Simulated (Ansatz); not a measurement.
**Silicon, bcc: HSE06 after PBE**

How do the levels change when part of the exchange is made exact, and what does it cost? Spin polarisation is left out. The cell comes from an earlier PBE relaxation. Exact exchange is dear, so the k-mesh is coarse, and PBE is run on the same mesh for comparison.

Computed with Ansatz 0.2.0 (DFT, plane waves (420 eV) with PBE-made PAW files, scalar-relativistic; functionals as named at each step, unless a step says otherwise).

### 1 The structure to begin with

The structure is cubic, space group Im-3m (No. 229). The conventional cell has a = 3.080 Å, b = 3.080 Å, c = 3.080 Å, α = 90.00°, β = 90.00°, γ = 90.00°. Si (site symmetry m-3m) has 8 Si at 2.67 Å as nearest neighbours.

As a file:

```xyz
1
Lattice="-1.5401 1.5401 1.5401 1.5401 -1.5401 1.5401 1.5401 1.5401 -1.5401" Properties=species:S:1:pos:R:3 pbc="T T T"
Si    0.0000    0.0000    0.0000
```

### 2 PBE on the coarse mesh

The run with PBE.

Input file input.yaml:

```yaml
crystal:
  lattice:
    - [-1.5401095787, 1.5401095787, 1.5401095787]
    - [1.5401095787, -1.5401095787, 1.5401095787]
    - [1.5401095787, 1.5401095787, -1.5401095787]
  atoms:
    - { symbol: Si, position: [0.0, 0.0, 0.0] }
hamiltonian:
  xc: pbe
  pseudopotentials:
    kind: paw
    azcp:
      Si: "pseudopotentials/Si.paw.azcp"
basis:
  ecutwfc: 420
  fft_grid_basis: typed
kpoints:
  mp_grid: { grid: [7, 7, 7], shift: [0, 0, 0] }
magnetization:
  spin_polarized: false
scf:
  occupations: { method: fermi_dirac, width: 0.1 }
```

Launch:

```console
$ ansatz run input.yaml --threads 4 --pin off --max-ram 8192MiB --backend cpu --events-out ev --progress --plain --runs-dir out
```

The program printed, cut to the lines that bear on the results:

```text
Warning: RAYON_NUM_THREADS=4 ignored (pool sized by the plan → 4); use --threads N
[...]
Pseudopotentials: kind: paw
Pseudopotential: Si, paw, valence charge 4, recommended cutoff 420 eV (normal), <dir>
Functional definition: PBE
[...]
Crystal: 1 atoms, lattice volume = 14.612 Å³
Basis set: ecut = 420 eV, 321 PW (Γ)
Bands: 6, of which v1, the nominal top of the filled ones, is band 2 counted from 1 (1 counted from 0)
Symmetry: 48 space group operations
Space group: Im-3m (ITA 229), of the structure as read, at distance tolerance 2.4e-5 Å
k-points: 20 of 343
[...]
SCF iter   1: F=—  HF=-635.340312 eV  |F-HF|=—  |Δ(HF+E_count)|=         —  Δρ=1.46e-3  dr2=1.27e-4  ethr=1.77e-3  ⟨swp⟩=5.1  Hψ=1128  notcnv=0
[...]
SCF iter   6: F=-635.340424 eV  HF=-635.340424 eV  |F-HF|=7.96e-11  |Δ(HF+E_count)|=   1.02e-9  Δρ=1.14e-6  dr2=1.77e-10  ethr=3.37e-11  ⟨swp⟩=1.0  Hψ=292  notcnv=0
[...]
SCF converged after 6 iterations
Free energy (F): -635.340424 eV
[...]
E sigma→0 (E₀):  -635.337427 eV
Entropy (-TS):   -0.005994 eV (-5.994 meV/atom)
Fermi energy:    10.526888 eV
[...]
```

Wall time 0.23 s (4 threads of Intel Xeon Platinum 8488C (Sapphire Rapids), shared host); peak memory 0.26 GiB.

### 3 HSE06, coarse mesh

The run with HSE06.

input.yaml: that of step 2 with these lines changed.

```diff
@@ -8,3 +8,3 @@
 hamiltonian:
-  xc: pbe
+  xc: hse06
   pseudopotentials:
```

Launch:

```console
$ ansatz run input.yaml --threads 4 --pin off --max-ram 8192MiB --backend cpu --events-out ev --progress --plain --runs-dir out
```

The program printed, cut to the lines that bear on the results:

```text
Warning: RAYON_NUM_THREADS=4 ignored (pool sized by the plan → 4); use --threads N
[...]
[... 2 set-up lines as earlier in the session ...]
Functional definition: HSE06
[...]
Crystal: 1 atoms, lattice volume = 14.612 Å³
Basis set: ecut = 420 eV, 321 PW (Γ)
Bands: 6, of which v1, the nominal top of the filled ones, is band 2 counted from 1 (1 counted from 0)
[... 2 set-up lines as earlier in the session ...]
k-points: 20 of 343
[...]
SCF iter   1: F=—  HF=-635.339785 eV  |F-HF|=—  |Δ(HF+E_count)|=         —  Δρ=1.74e-3  dr2=2.49e-4  ethr=1.77e-3  ⟨swp⟩=5.9  Hψ=561  notcnv=0
[...]
Frozen-core exchange: fock
[...]
hybrid outer 1: dexx = +3.557e-4 eV, tail = 4.23e-7 eV
[...]
Frozen-core exchange: fock
[...]
SCF iter   2: F=-635.688070 eV  HF=-635.688070 eV  |F-HF|=9.78e-12  |Δ(HF+E_count)|=   6.46e-8  Δρ=1.31e-5  dr2=6.95e-9  ethr=1.84e-10  ⟨swp⟩=3.1  Hψ=349  notcnv=0
[...]
hybrid outer 2: dexx = +5.162e-9 eV, tail = 1.73e-8 eV, Δε = 3.95e-4 eV (about 8.40e-5 eV left of the loop's levels)
hybrid SCF converged: 2 outer / 6 inner (+4 warm-up), last move |dexx| = 5.16e-9 eV, tail = 1.73e-8 eV
Stability not checked: this state was not tested for a lower state beside it, because the functional holds exact exchange (a hybrid, or Hartree-Fock), whose exchange loop this test does not read (fock_operator; see scf.lower_state_search)
Free energy (F): -635.688070 eV
Frozen-core exchange: fock
[...]
E sigma→0 (E₀):  -635.686265 eV
Entropy (-TS):   -0.003610 eV (-3.610 meV/atom)
Fermi energy:    10.502284 eV
[...]
--- Band table (eV; the first three rows and the last of 20) ---
  k-point 0: bands = ["-5.6007", "23.0747", "23.0747", "23.0747", "24.0691"]
[...]
  guard bands above this table: 1 of the run's 6 bands, where the rule asks 2: the bands that hold charge and the lowest empty level above them stay in the table. The solve was not asked for them (output.publish_guard_bands: true or output.eigenvalues: true publishes all)
```

Run time: 1.8 s. Hardware: 4 threads of Intel Xeon Platinum 8488C (Sapphire Rapids), shared host; peak memory 0.52 GiB.

### 4 Side by side

| functional | gap on the mesh | Fermi energy (eV) | SCF cycles | exchange loops | CPU time |
| --- | --- | --- | --- | --- | --- |
| PBE | none (levels filled in part) | 10.527 | 6 | - | 0.3 s |
| HSE06 | none (levels filled in part) | 10.502 | 10 | 2 | 4.8 s |

### 5 Outcome

| quantity | value |
| --- | --- |
| PBE: gap | none (levels filled in part) |
| HSE06: gap | none (levels filled in part) |
| HSE06: SCF cycles, exchange loops | 10, 2 |
| HSE06: CPU time over that of PBE | 16 |
| HSE06: relative to diamond | +656 meV/atom |

In words: Neither PBE nor HSE06 shows a clean gap on this mesh. HSE06 cost 16 times the CPU time of PBE. The exchange operator of HSE06 was renewed in 2 outer loops. The dense-mesh value adds +46.5 meV/atom, the change that PBE shows between the coarse mesh and its own dense run (not shown). Under HSE06 it lies 656 meV/atom above diamond (computed apart in the same way); on such meshes a few tens of meV are uncertain for metals. Absolute energies differ from functional to functional, by eV per atom at times, and say nothing by themselves.
